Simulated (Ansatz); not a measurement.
Crystal: Ta.

```
CELL_PARAMETERS angstrom
-1.65128 1.65128 1.65128
1.65128 -1.65128 1.65128
1.65128 1.65128 -1.65128
ATOMIC_POSITIONS crystal
Ta 0.00000 0.00000 0.00000
```

* Program: Ansatz 0.2.0
* Task: relaxation of cell and atoms
* Functional: HSE03
* Potentials or basis: Ansatz PAW
* Cutoff: 420 eV (not typed: the program's choice for these potentials)
* k mesh: 6 × 6 × 6
* Occupations: fermi-dirac, width 0.05 eV
* Spin: no spin polarisation

At the start: volume 18.01 Å³/atom.

Task: How do energy, volume and symmetry change on relaxing?

Result: It ends after 4 steps and the volume is 18.42 Å³/atom (+2.3 %); space group Im-3m (No. 229, to 0.05 Å).

The path:
| step | energy change (eV) | largest force (eV/Å) | volume (Å³) |
| --- | --- | --- | --- |
| 1 | 0.0000 | 0.0000 | 18.01 |
| 2 | -0.0056 | 0.0000 | 18.44 |
| 3 | -0.0056 | 0.0000 | 18.42 |
| 4 | -0.0057 | 0.0000 | 18.42 |

Final structure:
```
CELL_PARAMETERS angstrom
-1.66360 1.66360 1.66360
1.66360 -1.66360 1.66360
1.66360 1.66360 -1.66360
ATOMIC_POSITIONS crystal
Ta 0.00000 0.00000 0.00000
```

Caveat: the k mesh is coarse (spacing up to 0.45 Å⁻¹), so the values aren't converged, least of all with exact exchange; the plane-wave basis is chosen anew once the cell has moved, so the energies of steps on either side of that aren't comparable; the PAW data sets come from PBE, with cores solved anew for the run's functional, which leaves a small shift of forces and pressure.
